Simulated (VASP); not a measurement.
# Si2Ni (Fm-3m) in VASP: further runs

The runs below take Si2Ni through relaxation of cell and atoms, with PBEsol, LDA, PBE, PBE+D3(BJ).

Everything below comes from runs of VASP 6.6.1. Logs are shortened: lines on timing, memory, paths and dates and some standing lists are left out, and cuts for length are marked.

## (1) The structure

It takes space group Fm-3m (No. 225, cubic). Conventional cell: a = 5.386 Å, b = 5.386 Å, c = 5.386 Å, α = 90.00°, β = 90.00°, γ = 90.00°. Around Si (site symmetry -43m) lie 4 Ni at 2.33 Å. Ni (site symmetry m-3m) is surrounded by 8 Si at 2.33 Å.

The cell comes from a database or a generator and needn't be the stable form of this composition.

## (2) Relaxation of cell and atoms, PBEsol, collinear spin, ferromagnetic start

INCAR reads:

```
ALGO = Fast
EDIFF = 1E-7
EDIFFG = -0.005
ENCUT = 600
GGA = PS
IBRION = 2
ISIF = 3
ISMEAR = 0
ISPIN = 2
LASPH = T
LCHARG = F
LMAXMIX = 4
LORBIT = 11
LREAL = F
LWAVE = F
MAGMOM = 0 0 1
NELM = 100
NSW = 90
PREC = Accurate
SIGMA = 0.1
```

KPOINTS reads:

```
k-points
0
Gamma
  14 14 14
```

POSCAR reads:

```
Si2Ni
1.0
    0.0000000000      2.6931550400      2.6931550400
    2.6931550400      0.0000000000      2.6931550400
    2.6931550400      2.6931550400      0.0000000000
Si Ni
2 1
Direct
    0.2500000000      0.2500000000      0.2500000000
    0.7500000000      0.7500000000      0.7500000000
    0.0000000000      0.0000000000      0.0000000000
```

Potentials or basis: VASP PAW PBE potentials, release 64 (Si, Ni).

Started as:

```sh
cat potpaw_PBE.64/Si/POTCAR potpaw_PBE.64/Ni/POTCAR > POTCAR
mpirun -np 1 vasp_std > vasp.out
```

OUTCAR:

```text
EDIFF = 1E-7
   EDIFFG = -0.005
   ENCUT = 600
   GGA = PS
   IBRION = 2
   ISIF = 3
   ISMEAR = 0
   ISPIN = 2
   LASPH = T
   LORBIT = 11
   LREAL = F
   NELM = 100
   NSW = 90
   PREC = Accurate

 ion  position               nearest neighbor table
   1  0.250  0.250  0.250-   3 2.33   3 2.33   3 2.33   3 2.33   2 2.69   2 2.69   2 2.69   2 2.69
                             2 2.69   2 2.69
   2  0.750  0.750  0.750-   3 2.33   3 2.33   3 2.33   3 2.33   1 2.69   1 2.69   1 2.69   1 2.69
                             1 2.69   1 2.69
   3  0.000  0.000  0.000-   2 2.33   2 2.33   2 2.33   1 2.33   1 2.33   1 2.33   2 2.33   1 2.33

  LATTYP: Found a face centered cubic cell.
 ALAT       =     5.3863100800

  Lattice vectors:

 A1 = (   0.0000000000,   2.6931550400,   2.6931550400)
 A2 = (   2.6931550400,   0.0000000000,   2.6931550400)
 A3 = (   2.6931550400,   2.6931550400,   0.0000000000)

Analysis of symmetry for initial positions (statically):
=====================================================================
 Subroutine PRICEL returns:
 Original cell was already a primitive cell.

 Routine SETGRP: Setting up the symmetry group for a
 face centered cubic supercell.

 Subroutine GETGRP returns: Found 48 space group operations
 (whereof 48 operations were pure point group operations)
 out of a pool of 48 trial point group operations.

The static configuration has the point symmetry O_h .

Analysis of symmetry for dynamics (positions and initial velocities):
=====================================================================
 Subroutine PRICEL returns:
 Original cell was already a primitive cell.

 Routine SETGRP: Setting up the symmetry group for a
 face centered cubic supercell.

 Subroutine GETGRP returns: Found 48 space group operations
 (whereof 48 operations were pure point group operations)
 out of a pool of 48 trial point group operations.

The dynamic configuration has the point symmetry O_h .

Analysis of structural, dynamic, and magnetic symmetry:
=====================================================================
 Subroutine PRICEL returns:
 Original cell was already a primitive cell.

 Routine SETGRP: Setting up the symmetry group for a
 face centered cubic supercell.

 Subroutine GETGRP returns: Found 48 space group operations
 (whereof 48 operations were pure point group operations)
 out of a pool of 48 trial point group operations.

The overall configuration has the point symmetry O_h .

 Subroutine INISYM returns: Found 48 space group operations
 (whereof 48 operations are pure point group operations),
[... 133 lines left out ...]
  energy-cutoff  :      600.00
  volume of cell :       39.07
 maximum number of plane-waves:      1323
   NGX = 15   NGY = 15   NGZ = 15

--------------------------------------- Ionic step        1  -------------------------------------------

 number of electron      17.9999991 magnetization      -0.0000400

 number of electron      17.9999991 magnetization       0.0000041

 Free energy of the ion-electron system (eV)
  ---------------------------------------------------
  ext. energy  EPLUGINS =         0.00000000
  ---------------------------------------------------
  free energy    TOTEN  =       -18.98339002 eV

  energy without entropy =      -18.97901940  energy(sigma->0) =      -18.98120471

------------------------ aborting loop because EDIFF is reached ----------------------------------------

  FORCE on cell =-STRESS in cart. coord.  units (eV):
  Direction    XX          YY          ZZ          XY          YZ          ZX
  --------------------------------------------------------------------------------------
  -------------------------------------------------------------------------------------
  Total        0.1340506      0.1340506      0.1340506      0.0000000      0.0000000     -0.0000000
  in kB        5.4974998      5.4974998      5.4974998      0.0000000      0.0000000     -0.0000000
  external PRESSURE =       5.4974998 kB  Pullay stress =       0.0000000 kB
[... 65 lines left out ...]
 number of electron      17.9999990 magnetization      -0.0000003

 number of electron      17.9999990 magnetization       0.0000002

 Free energy of the ion-electron system (eV)
  ---------------------------------------------------
  ext. energy  EPLUGINS =         0.00000000
  ---------------------------------------------------
  free energy    TOTEN  =       -18.98363350 eV

  energy without entropy =      -18.97928603  energy(sigma->0) =      -18.98145977

 E-fermi :  10.5203     XC(G=0): -11.7326

 val. band max:       10.4669779931   @ k =  -0.0714   0.0714   0.0000
 cond. band min:      10.5474258196   @ k =  -0.2143   0.1429   0.0000
 fundamental gap:      0.0804478265
 Fermi energy:        10.5202837393

 spin component 1

 k-point     1 :       0.0000    0.0000    0.0000
  band No.  band energies     occupation
      1      -3.4519      1.00000
      2       5.2116      1.00000
      3       5.2116      1.00000
      4       5.2116      1.00000
      5       6.9166      1.00000
      6       6.9166      1.00000
      7      10.2635      0.99986
      8      12.2000      0.00000
      9      12.2000      0.00000
     10      12.2000      0.00000
     11      12.7150      0.00000
     12      12.7150      0.00000
     13      12.7150      0.00000
     14      15.1984      0.00000
[... 379 lines left out ...]
      3       5.3746      1.00000
      4       5.4165      1.00000
      5       6.3803      1.00000
      6       7.0490      1.00000
      7       8.0087      1.00000
      8       9.1374      1.00000
      9       9.7139      1.00000
     10      10.8899      0.00000
     11      13.4209      0.00000
     12      14.0839      0.00000
     13      14.5893      0.00000
     14      15.3091      0.00000

 [... further k-points ...]

 spin component 2

 k-point     1 :       0.0000    0.0000    0.0000
  band No.  band energies     occupation
      1      -3.4519      1.00000
      2       5.2116      1.00000
      3       5.2116      1.00000
      4       5.2116      1.00000
      5       6.9166      1.00000
      6       6.9166      1.00000
      7      10.2635      0.99986
      8      12.2000      0.00000
      9      12.2000      0.00000
     10      12.2000      0.00000
     11      12.7150      0.00000
     12      12.7150      0.00000
     13      12.7150      0.00000
     14      15.1984      0.00000
[... 421 lines left out ...]
  FREE ENERGIE OF THE ION-ELECTRON SYSTEM (eV)
  ---------------------------------------------------
  free  energy   TOTEN  =       -18.9836335010 eV

  energy  without entropy=      -18.9792860329  energy(sigma->0) =      -18.98145977

 reached required accuracy - stopping structural energy minimisation

 total charge

# of ion       s       p       d       tot
------------------------------------------
    1        0.740   0.847   0.000   1.587
    2        0.740   0.847   0.000   1.587
    3        0.569   0.815   8.464   9.848
--------------------------------------------------
tot          2.049   2.509   8.464  13.022

 magnetization (x)

# of ion       s       p       d       tot
------------------------------------------
    1        0.000   0.000   0.000   0.000
    2        0.000   0.000   0.000   0.000
    3       -0.000  -0.000  -0.000  -0.000
--------------------------------------------------
tot         -0.000  -0.000  -0.000  -0.000
```

OSZICAR:

```text
N       E                     dE             d eps       ncg     rms          rms(c)
DAV:   1     0.740752730833E+02    0.74075E+02   -0.83909E+03  5848   0.143E+03
DAV:   2    -0.165912450573E+02   -0.90667E+02   -0.84005E+02  6028   0.256E+02
DAV:   3    -0.210588265764E+02   -0.44676E+01   -0.43542E+01  7632   0.621E+01
DAV:   4    -0.211419442090E+02   -0.83118E-01   -0.82996E-01  6954   0.776E+00
[... 32 lines left out ...]
RMM:   5    -0.189836319124E+02    0.43349E-05   -0.82851E-05  5825   0.100E-01    0.764E-03
RMM:   6    -0.189836340562E+02   -0.21438E-05   -0.13404E-05  5962   0.429E-02    0.111E-02
RMM:   7    -0.189836332608E+02    0.79536E-06   -0.79055E-06  5820   0.341E-02    0.269E-03
RMM:   8    -0.189836334659E+02   -0.20502E-06   -0.19219E-06  5727   0.122E-02    0.163E-03
RMM:   9    -0.189836335010E+02   -0.35192E-07   -0.42410E-07  4752   0.615E-03
   3 F= -.18983634E+02 E0= -.18981460E+02  d E =-.243476E-03  mag=     0.0000
```

Wall time 6 min (1 thread of Intel Xeon Platinum 8488C (Sapphire Rapids), shared host); peak memory 0.26 GiB.

What came out:

```yaml
Free_energy: -18.9836 eV
Relaxed_volume: 13.07 Å³/atom
Relaxed_cell: a = 3.813 Å, b = 3.813 Å, c = 3.813 Å, α = 60.00°, β = 60.00°, γ = 60.00°
Space_group_after_relaxing_to_0.05_Å: Fm-3m (No. 225)
Energy_gained_by_relaxing: 0.1 meV/atom
Ionic_steps: 3
Pressure_after_relaxing: 0.0 GPa
Band_gap_on_the_k_mesh: none (metal or under the smearing width)
Net_moment: 0.00 μB per cell
Valence_electrons_inside_the_program's_atomic_spheres: Si 1.59; Ni 9.85
```

The path:
```
step  energy change (eV)  largest force (eV/Å)  pressure (GPa)  volume (Å³)
   1              0.0000                0.0000            0.55        39.07
   2             -0.0001                0.0000           -0.35        39.32
   3             -0.0002                0.0000           -0.02        39.20
```

Final structure:
```xyz
3
Lattice="0.0000 2.6962 2.6962 2.6962 0.0000 2.6962 2.6962 2.6962 0.0000" Properties=species:S:1:pos:R:3 pbc="T T T"
Si    1.3481    1.3481    1.3481
Si    4.0443    4.0443    4.0443
Ni    0.0000    0.0000    0.0000
```

Levels at points of the mesh, in eV from the Fermi level:
Spin up:
```
           k point  band 6  band 7  band 8  band 9  band 10  band 11  band 12  band 13
(0.00, 0.00, 0.00)   -3.60   -0.26    1.68    1.68     1.68     2.19     2.19     2.19
(0.50, 0.00, 0.00)   -3.42   -3.42   -1.51   -1.51     1.71     1.77     1.77     2.61
(0.50, 0.50, 0.00)   -3.70   -3.70   -3.54   -3.19    -0.45     1.29     7.71     8.33
```
Spin down:
| k point | band 6 | band 7 | band 8 | band 9 | band 10 | band 11 | band 12 | band 13 |
| --- | --- | --- | --- | --- | --- | --- | --- | --- |
| (0.00, 0.00, 0.00) | -3.60 | -0.26 | 1.68 | 1.68 | 1.68 | 2.19 | 2.19 | 2.19 |
| (0.50, 0.00, 0.00) | -3.42 | -3.42 | -1.51 | -1.51 | 1.71 | 1.77 | 1.77 | 2.61 |
| (0.50, 0.50, 0.00) | -3.70 | -3.70 | -3.54 | -3.19 | -0.45 | 1.29 | 7.71 | 8.33 |

Caveat: the PAW data sets were made with another functional, which shifts forces and pressure a little.

## (3) Relaxation of cell and atoms, LDA, collinear spin, ferromagnetic start

Changes to INCAR since step 2:

```diff
@@ -4,3 +4,3 @@
 ENCUT = 600
-GGA = PS
+GGA = CA
 IBRION = 2
```

KPOINTS is that of step 2.

POSCAR is that of step 2.

Potentials or basis: VASP PAW LDA potentials, release 64 (Si, Ni).

Started as:

```sh
cat potpaw_LDA.64/Si/POTCAR potpaw_LDA.64/Ni/POTCAR > POTCAR
mpirun -np 1 vasp_std > vasp.out
```

It took 11 min on 1 thread of Intel Xeon Platinum 8488C (Sapphire Rapids), shared host; peak memory 0.24 GiB.

It converged, with:

* Free energy: -19.9015 eV
* Relaxed volume: 12.79 Å³/atom
* Relaxed cell: a = 3.786 Å, b = 3.786 Å, c = 3.786 Å, α = 60.00°, β = 60.00°, γ = 60.00°
* Space group after relaxing (to 0.05 Å): Fm-3m (No. 225)
* Energy gained by relaxing: 2.2 meV/atom
* Ionic steps: 6
* Pressure after relaxing: 0.0 GPa
* Band gap on the k mesh: none (metal or under the smearing width)
* Net moment: 0.00 μB per cell
* Valence electrons inside the program's atomic spheres: Si 1.61; Ni 9.91

Step by step:
| step | energy change (eV) | largest force (eV/Å) | pressure (GPa) | volume (Å³) |
| --- | --- | --- | --- | --- |
| 1 | 0.0000 | 0.0000 | -2.94 | 39.07 |
| 2 | -0.0011 | 0.0000 | 2.87 | 37.73 |
| 3 | -0.0065 | 0.0000 | -0.08 | 38.36 |
| 4 | -0.0065 | 0.0000 | 0.13 | 38.35 |
| 5 | -0.0065 | 0.0000 | -0.16 | 38.40 |
| 6 | -0.0065 | 0.0000 | -0.03 | 38.36 |

Final structure:
```yaml
crystal:
  lattice:
    - [0.00000, 2.67682, 2.67682]
    - [2.67682, 0.00000, 2.67682]
    - [2.67682, 2.67682, 0.00000]
  atoms:
    - { symbol: Si, position: [0.25000, 0.25000, 0.25000] }
    - { symbol: Si, position: [0.75000, 0.75000, 0.75000] }
    - { symbol: Ni, position: [0.00000, 0.00000, 0.00000] }
```

Levels at points of the mesh, in eV from the Fermi level:
Spin up:
| k point | band 5 | band 6 | band 7 | band 8 | band 9 | band 10 | band 11 | band 12 | band 13 | band 14 |
| --- | --- | --- | --- | --- | --- | --- | --- | --- | --- | --- |
| (0.00, 0.00, 0.00) | -3.74 | -3.74 | -0.20 | 1.70 | 1.70 | 1.70 | 2.19 | 2.19 | 2.19 | 4.71 |
| (0.50, 0.00, 0.00) | -3.95 | -3.56 | -3.56 | -1.54 | -1.54 | 1.73 | 1.79 | 1.79 | 2.68 | 9.22 |
| (0.50, 0.50, 0.00) | -4.67 | -3.85 | -3.85 | -3.65 | -3.32 | -0.46 | 1.28 | 7.73 | 8.41 | 8.41 |
Spin down:
```tsv
k point	band 6	band 7	band 8	band 9	band 10	band 11	band 12	band 13
(0.00, 0.00, 0.00)	-3.74	-0.20	1.70	1.70	1.70	2.19	2.19	2.19
(0.50, 0.00, 0.00)	-3.56	-3.56	-1.54	-1.54	1.73	1.79	1.79	2.68
(0.50, 0.50, 0.00)	-3.85	-3.85	-3.65	-3.32	-0.46	1.28	7.73	8.41
```

## (4) Relaxation of cell and atoms, PBE, collinear spin, ferromagnetic start

Changes to INCAR since step 3:

```diff
@@ -4,3 +4,3 @@
 ENCUT = 600
-GGA = CA
+GGA = PE
 IBRION = 2
```

KPOINTS is that of step 3.

POSCAR is that of step 3.

Potentials or basis: VASP PAW PBE potentials, release 64 (Si, Ni).

Started as:

```sh
cat potpaw_PBE.64/Si/POTCAR potpaw_PBE.64/Ni/POTCAR > POTCAR
mpirun -np 1 vasp_std > vasp.out
```

It took 7.3 min on 1 thread of Intel Xeon Platinum 8488C (Sapphire Rapids), shared host; peak memory 0.27 GiB.

Results (log left out):

```
Free energy                                           : -17.3718 eV
Relaxed volume                                        : 13.46 Å³/atom
Relaxed cell                                          : a = 3.851 Å, b = 3.851 Å, c = 3.851 Å, α = 60.00°, β = 60.00°, γ = 60.00°
Space group after relaxing (to 0.05 Å)                : Fm-3m (No. 225)
Energy gained by relaxing                             : 6.9 meV/atom
Ionic steps                                           : 3
Pressure after relaxing                               : 0.0 GPa
Band gap on the k mesh                                : none (metal or under the smearing width)
Net moment                                            : 0.00 μB per cell
Valence electrons inside the program's atomic spheres : Si 1.57; Ni 9.75
```

The path:
| step | energy change (eV) | largest force (eV/Å) | pressure (GPa) | volume (Å³) |
| --- | --- | --- | --- | --- |
| 1 | 0.0000 | 0.0000 | 5.17 | 39.07 |
| 2 | -0.0076 | 0.0000 | -3.68 | 41.49 |
| 3 | -0.0207 | 0.0000 | 0.02 | 40.39 |

Final structure:
```cif
data_structure
_symmetry_space_group_name_H-M 'P 1'
_symmetry_Int_Tables_number 1
_cell_length_a 3.8512
_cell_length_b 3.8512
_cell_length_c 3.8512
_cell_angle_alpha 60.000
_cell_angle_beta 60.000
_cell_angle_gamma 60.000
_cell_volume 40.39
loop_
_atom_site_label
_atom_site_type_symbol
_atom_site_fract_x
_atom_site_fract_y
_atom_site_fract_z
_atom_site_occupancy
Si1 Si 0.25000 0.25000 0.25000 1
Si2 Si 0.75000 0.75000 0.75000 1
Ni1 Ni 0.00000 0.00000 0.00000 1
```

Levels at points of the mesh, in eV from the Fermi level:
Spin up:
| k point | band 5 | band 6 | band 7 | band 8 | band 9 | band 10 | band 11 | band 12 | band 13 | band 14 |
| --- | --- | --- | --- | --- | --- | --- | --- | --- | --- | --- |
| (0.00, 0.00, 0.00) | -3.40 | -3.40 | -0.49 | 1.66 | 1.66 | 1.66 | 2.31 | 2.31 | 2.31 | 4.66 |
| (0.50, 0.00, 0.00) | -3.61 | -3.22 | -3.22 | -1.40 | -1.40 | 1.74 | 1.78 | 1.78 | 2.47 | 9.13 |
| (0.50, 0.50, 0.00) | -4.43 | -3.49 | -3.49 | -3.33 | -3.01 | -0.46 | 1.45 | 7.73 | 8.11 | 8.11 |
Spin down:
```
           k point  band 5  band 6  band 7  band 8  band 9  band 10  band 11  band 12  band 13  band 14
(0.00, 0.00, 0.00)   -3.40   -3.40   -0.49    1.66    1.66     1.66     2.31     2.31     2.31     4.66
(0.50, 0.00, 0.00)   -3.61   -3.22   -3.22   -1.40   -1.40     1.74     1.78     1.78     2.47     9.13
(0.50, 0.50, 0.00)   -4.43   -3.49   -3.49   -3.33   -3.01    -0.46     1.45     7.73     8.11     8.11
```

(Part 1 of 2 ends here.)
